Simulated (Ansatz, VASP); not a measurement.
**SnSe2 in VASP and in Ansatz**

```
Sn Se
1.0
     3.69183    0.00000    0.00000
    -1.84591    3.19722    0.00000
     0.00000    0.00000    6.53960
Sn Se
1 2
Direct
  0.00000 0.00000 0.00000
  0.33333 0.66667 0.25000
  0.66667 0.33333 0.75000
```

Alike in both runs: task single point; functional PBEsol; k mesh 6 × 6 × 4; occupations gaussian, width 0.05 eV; no spin polarisation.

|  | VASP | Ansatz |
| --- | --- | --- |
| version | VASP 6.6.1 | Ansatz 0.2.0 |
| potentials or method | VASP PAW PBE potentials, release 64 (Sn_d, Se) | scalar-relativistic, plane waves, PAW |
| plane-wave cutoff (eV) | 520 | 420 |
| valence electrons in the cell | 26 | 46 |

Ansatz gave:

| Item | Value |
| --- | --- |
| gap on the k mesh at the Fermi level (eV) | 0.35 |
| least direct gap on the mesh (eV) | 1.01 |
| pressure (GPa) | 2.5 |
| largest component of the traceless stress (GPa) | 3.41 |
| rms of the force components (eV/Å) | 0.039 |

Task: Which values does VASP return?

Result: gap on the k mesh at the Fermi level (eV): 0.35; least direct gap on the mesh (eV): 1.01; pressure (GPa): 2.6; largest component of the traceless stress (GPa): 3.38; rms of the force components (eV/Å): 0.028.

Atom by atom the forces differ by 0.011 eV/Å (rms over components). With one functional, cell and mesh, what is left measures potentials, basis and numerics. The two sets of potentials don't hold the same shells in valence.

Caveats: the PAW data sets were made with another functional, which shifts forces and pressure a little (VASP); spin-orbit coupling is left out, which moves the levels of the heavy elements; the cell's inner coordinates are idealised or old, which leaves forces on the atoms; this functional lacks dispersion, which binds the layers, so the pressure and a relaxed spacing across them are unreliable.
